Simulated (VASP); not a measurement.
# KBr (strained zincblende): a r²SCAN single-point calculation in VASP

INCAR

```
LWAVE = .FALSE.
LCHARG = .TRUE.
PREC = Accurate
LASPH = .TRUE.
EDIFF = 1E-7
NBANDS = 15
METAGGA = R2SCAN
ENCUT = 520
LELF = .TRUE.
NELM = 120
NSW = 0
ISMEAR = 0
ISIF = 2
ALGO = Normal
SIGMA = 0.01
LREAL = .FALSE.
IBRION = -1
```

KPOINTS

```
KPOINTS created by Atomic Simulation Environment
0
Gamma
6 6 6
0 0 0
```

KPOINTS_OPT

```
special points
7
Reciprocal
0.0000000000 0.0000000000 0.0000000000 1
-0.5000000000 -0.5000000000 0.0000000000 1
-0.3750000000 -0.3750000000 0.2500000000 1
-0.3750000000 0.0000000000 0.3750000000 1
0.0000000000 0.0000000000 0.5000000000 1
-0.5000000000 -0.2500000000 0.2500000000 1
0.2291670000 0.2291670000 0.4791670000 1
```

POSCAR

```
K  Br
 1.0000000000000000
     0.0553244894000000    3.6882992942000001    3.6882992942000001
     3.6882992942000001    0.0553244894000000    3.6882992942000001
     3.7436237835999999    3.7436237835999999    0.0000000000000000
 K   Br
   1   1
Cartesian
 -0.0000000000000000 -0.0000000000000000  0.0252036452624186
  1.8718118918000000  1.8718118917999997  1.8189460018375809
```

VASP ran with the recommended PBE PAW datasets (16 valence electrons in the cell).

Command

```
mpirun -np 1 vasp_std
```

OSZICAR

```
N       E                     dE             d eps       ncg     rms          rms(c)
DAV:   1     0.796429858138E+02    0.79643E+02   -0.65106E+03  1380   0.906E+02
DAV:   2    -0.187988304715E+02   -0.98442E+02   -0.90579E+02  1773   0.221E+02
DAV:   3    -0.265369752829E+02   -0.77381E+01   -0.76926E+01  1907   0.542E+01
DAV:   4    -0.269470090908E+02   -0.41003E+00   -0.40982E+00  2316   0.106E+01
DAV:   5    -0.269495848898E+02   -0.25758E-02   -0.25757E-02  1885   0.105E+00    0.300E+00
DAV:   6    -0.229754463390E+02    0.39741E+01   -0.11339E+00  2161   0.855E+00    0.176E+00
DAV:   7    -0.229281346975E+02    0.47312E-01   -0.29648E-01  1863   0.275E+00    0.912E-01
DAV:   8    -0.229491590908E+02   -0.21024E-01   -0.15300E-02  1611   0.924E-01    0.453E-01
DAV:   9    -0.229652796037E+02   -0.16121E-01   -0.99776E-03  1548   0.802E-01    0.167E-01
DAV:  10    -0.229657791012E+02   -0.49950E-03   -0.28874E-04  1976   0.105E-01    0.882E-02
DAV:  11    -0.229667731133E+02   -0.99401E-03   -0.75475E-04  1443   0.188E-01    0.131E-02
DAV:  12    -0.229667905635E+02   -0.17450E-04   -0.18305E-05  1940   0.242E-02    0.562E-03
DAV:  13    -0.229667968995E+02   -0.63360E-05   -0.64034E-06  1450   0.157E-02    0.195E-03
DAV:  14    -0.229667970037E+02   -0.10424E-06   -0.20451E-07  1925   0.339E-03    0.713E-04
DAV:  15    -0.229667970228E+02   -0.19052E-07   -0.43499E-08  1182   0.190E-03
   1 F= -.22966797E+02 E0= -.22966797E+02  d E =-.528334E-61
       N       E                     dE             ncg
DAV:   1     0.570992460558E+03   -0.32172E+04      210
DAV:   2    -0.107526272577E+03   -0.67852E+03      280
DAV:   3    -0.158499328443E+03   -0.50973E+02      294
DAV:   4    -0.161593802210E+03   -0.30945E+01      339
DAV:   5    -0.161609869895E+03   -0.16068E-01      287
DAV:   6    -0.161610254535E+03   -0.38464E-03      298
DAV:   7    -0.161610259669E+03   -0.51343E-05      311
DAV:   8    -0.161610259747E+03   -0.77816E-07      243
```

From OUTCAR

```
k-points           NKPTS =     46   k-points in BZ     NKDIM =     46   number of bands    NBANDS=     15

   NELECT =      16.0000    total number of electrons

   dimension x,y,z NGX =    40 NGY =   40 NGZ =   40
   dimension x,y,z NGXF=    80 NGYF=   80 NGZF=   80

  energy-cutoff  :      520.00
  volume of cell :      100.33
      direct lattice vectors                 reciprocal lattice vectors
     0.055324489  3.688299294  3.688299294    -0.137628260  0.137628260  0.135563836
     3.688299294  0.055324489  3.688299294     0.137628260 -0.137628260  0.135563836
     3.743623784  3.743623784  0.000000000     0.133560429  0.133560429 -0.135563836

 k-points in reciprocal lattice and weights: KPOINTS created by Atomic Simulation Env
   0.00000000  0.00000000  0.00000000       0.005
   0.16666667  0.00000000  0.00000000       0.019
   0.33333333  0.00000000  0.00000000       0.019
   0.50000000  0.00000000  0.00000000       0.009
   0.16666667  0.16666667  0.00000000       0.009
   0.33333333  0.16666667  0.00000000       0.019
   0.50000000  0.16666667  0.00000000       0.019
  -0.33333333  0.16666667  0.00000000       0.019
   ...

 E-fermi :  -3.3704

 k-point     1 :       0.0000    0.0000    0.0000
  band No.  band energies     occupation
      1     -32.4242      2.00000
      2     -15.8117      2.00000
      3     -15.1488      2.00000
      4     -15.1461      2.00000
      5     -15.1444      2.00000
      6      -3.5399      2.00000
      7      -3.5193      2.00000
      8      -3.4957      2.00000
      9       1.3347      0.00000
     10       5.8446      0.00000
     11       5.8537      0.00000
     12       6.8114      0.00000
     13       6.8388      0.00000
     14       6.8626      0.00000
     15       7.4459      0.00000

 k-point     2 :       0.1667    0.0000    0.0000
  band No.  band energies     occupation
      1     -32.4238      2.00000
      2     -15.8672      2.00000
      3     -15.1491      2.00000
      4     -15.1460      2.00000
      5     -15.0857      2.00000
      6      -3.6174      2.00000
      7      -3.5353      2.00000
      8      -3.5104      2.00000
      9       1.7694      0.00000
     10       5.5354      0.00000
     11       5.5930      0.00000
     12       6.4149      0.00000
     13       6.9846      0.00000
     14       7.3205      0.00000
     15       7.4089      0.00000

 k-point     3 :       0.3333    0.0000    0.0000
  band No.  band energies     occupation
      1     -32.4230      2.00000
      2     -15.9570      2.00000
      3     -15.1526      2.00000
      4     -15.1493      2.00000
      5     -14.9838      2.00000
      6      -3.8013      2.00000
      7      -3.5268      2.00000
      8      -3.5107      2.00000
      9       2.7508      0.00000
     10       5.1018      0.00000
     11       5.2968      0.00000
     12       5.4584      0.00000
     13       6.9032      0.00000
     14       7.0590      0.00000
     15       7.2197      0.00000

 k-point     4 :       0.5000    0.0000    0.0000
  band No.  band energies     occupation
      1     -32.4227      2.00000
      2     -15.9951      2.00000
      3     -15.1543      2.00000
      4     -15.1510      2.00000
      5     -14.9398      2.00000
      6      -3.8776      2.00000
      7      -3.5228      2.00000
      8      -3.5110      2.00000
      9       3.6914      0.00000
     10       4.0070      0.00000
     11       5.2585      0.00000
     12       5.4777      0.00000
     13       6.8903      0.00000
     14       6.9795      0.00000
     15       7.6128      0.00000

 k-point     5 :       0.1667    0.1667    0.0000
  band No.  band energies     occupation
      1     -32.4237      2.00000
      2     -15.8861      2.00000
      3     -15.1525      2.00000
      4     -15.1484      2.00000
      5     -15.0595      2.00000
      6      -3.6489      2.00000
      7      -3.5424      2.00000
      8      -3.4973      2.00000
      9       1.8992      0.00000
     10       4.9418      0.00000
     11       6.0868      0.00000
     12       6.7113      0.00000
     13       7.1432      0.00000
     14       7.1774      0.00000
     15       7.2554      0.00000

 k-point     6 :       0.3333    0.1667    0.0000
  band No.  band energies     occupation
      1     -32.4231      2.00000
      2     -15.9593      2.00000
      3     -15.1571      2.00000
      4     -15.1521      2.00000
      5     -14.9732      2.00000
      6      -3.7692      2.00000
      7      -3.5390      2.00000
      8      -3.5227      2.00000
      9       2.6578      0.00000
     10       4.5524      0.00000
     11       5.8185      0.00000
     12       5.9185      0.00000
     13       6.9791      0.00000
     14       7.0665      0.00000
     15       7.4721      0.00000

 k-point     7 :       0.5000    0.1667    0.0000
  band No.  band energies     occupation
      1     -32.4226      2.00000
      2     -16.0075      2.00000
      3     -15.1625      2.00000
      4     -15.1534      2.00000
      5     -14.9154      2.00000
      6      -3.8323      2.00000
      7      -3.5722      2.00000
      8      -3.5291      2.00000
      9       3.5230      0.00000
     10       4.1663      0.00000
     11       5.3495      0.00000
     12       5.5231      0.00000
     13       7.0078      0.00000
     14       7.2749      0.00000
     15       7.5496      0.00000

 k-point     8 :      -0.3333    0.1667    0.0000
  band No.  band energies     occupation
      1     -32.4227      2.00000
      2     -15.9938      2.00000
      3     -15.1625      2.00000
      4     -15.1510      2.00000
      5     -14.9329      2.00000
      6      -3.8102      2.00000
      7      -3.5853      2.00000
      8      -3.5218      2.00000
      9       3.3055      0.00000
     10       4.4956      0.00000
     11       5.1747      0.00000
     12       5.5096      0.00000
     13       7.1816      0.00000
     14       7.2226      0.00000
     15       7.3529      0.00000

 k-point     9 :      -0.1667    0.1667    0.0000
  band No.  band energies     occupation
      1     -32.4233      2.00000
      2     -15.9279      2.00000
      3     -15.1555      2.00000
      4     -15.1473      2.00000
      5     -15.0140      2.00000
      6      -3.7186      2.00000
      7      -3.5469      2.00000
      8      -3.5247      2.00000
      9       2.3872      0.00000
     10       5.1352      0.00000
     11       5.2761      0.00000
     12       6.1557      0.00000
     13       6.9474      0.00000
     14       7.3266      0.00000
     15       7.3366      0.00000

 k-point    10 :       0.3333    0.3333    0.0000
  band No.  band energies     occupation
      1     -32.4227      2.00000
      2     -15.9995      2.00000
      3     -15.1599      2.00000
      4     -15.1565      2.00000
      5     -14.9219      2.00000
      6      -3.8468      2.00000
      7      -3.5459      2.00000
      8      -3.4988      2.00000
      9       2.9290      0.00000
     10       4.1985      0.00000
     11       5.7097      0.00000
     12       6.7118      0.00000
     13       6.8682      0.00000
     14       6.9957      0.00000
     15       7.8770      0.00000

 k-point    11 :       0.5000    0.3333    0.0000
  band No.  band energies     occupation
      1     -32.4224      2.00000
      2     -16.0330      2.00000
      3     -15.1661      2.00000
      4     -15.1582      2.00000
      5     -14.8781      2.00000
      6      -3.8623      2.00000
      7      -3.5584      2.00000
      8      -3.5411      2.00000
      9       3.1786      0.00000
     10       4.2627      0.00000
     11       5.7828      0.00000
     12       6.1924      0.00000
     13       7.0571      0.00000
     14       7.2221      0.00000
     15       7.4234      0.00000

 k-point    12 :      -0.3333    0.3333    0.0000
  band No.  band energies     occupation
      1     -32.4223      2.00000
      2     -16.0297      2.00000
      3     -15.1707      2.00000
      4     -15.1554      2.00000
      5     -14.8808      2.00000
      6      -3.7574      2.00000
      7      -3.6923      2.00000
      8      -3.5293      2.00000
      9       3.4532      0.00000
     10       4.3019      0.00000
     11       5.5403      0.00000
     12       5.6319      0.00000
     13       7.1291      0.00000
     14       7.3335      0.00000
     15       7.5551      0.00000

 k-point    13 :       0.5000    0.5000    0.0000
  band No.  band energies     occupation
      1     -32.4223      2.00000
      2     -16.0462      2.00000
      3     -15.1636      2.00000
      4     -15.1605      2.00000
      5     -14.8634      2.00000
      6      -3.9230      2.00000
      7      -3.5469      2.00000
      8      -3.4987      2.00000
      9       3.0173      0.00000
     10       4.2682      0.00000
     11       6.3671      0.00000
     12       6.7034      0.00000
     13       6.7776      0.00000
     14       6.9197      0.00000
     15       7.2164      0.00000

 ...

  Total        0.0025710      0.0025710     -0.0004099     -0.0409692      0.0000000      0.0000000
  in kB        0.0410589      0.0410589     -0.0065468     -0.6542708      0.0000000      0.0000000
  external PRESSURE =       0.0251903 kB  Pullay stress =       0.0000000 kB

 POSITION                                       TOTAL-FORCE (eV/Angst)
 -----------------------------------------------------------------------------------
      3.74362      3.74362      0.02520         0.000000      0.000000      0.001907
      1.87181      1.87181      1.81895        -0.000000     -0.000000     -0.001907
 -----------------------------------------------------------------------------------
    total drift:                               -0.000000     -0.000000     -0.000095

  FREE ENERGIE OF THE ION-ELECTRON SYSTEM (eV)
  ---------------------------------------------------
  free  energy   TOTEN  =       -22.9667970228 eV

  energy  without entropy=      -22.9667970228  energy(sigma->0) =      -22.96679702
```

The gap between bands v and c is 4.82 eV, the least direct gap is 4.83 eV and the pressure is 0.0 GPa.

Band v is the last that the valence electrons fill when counted band by band, and c is the next.

The run took about 3.6 min on one core of a shared host (Intel Xeon Platinum 8488C) and held 0.3 GiB at most.
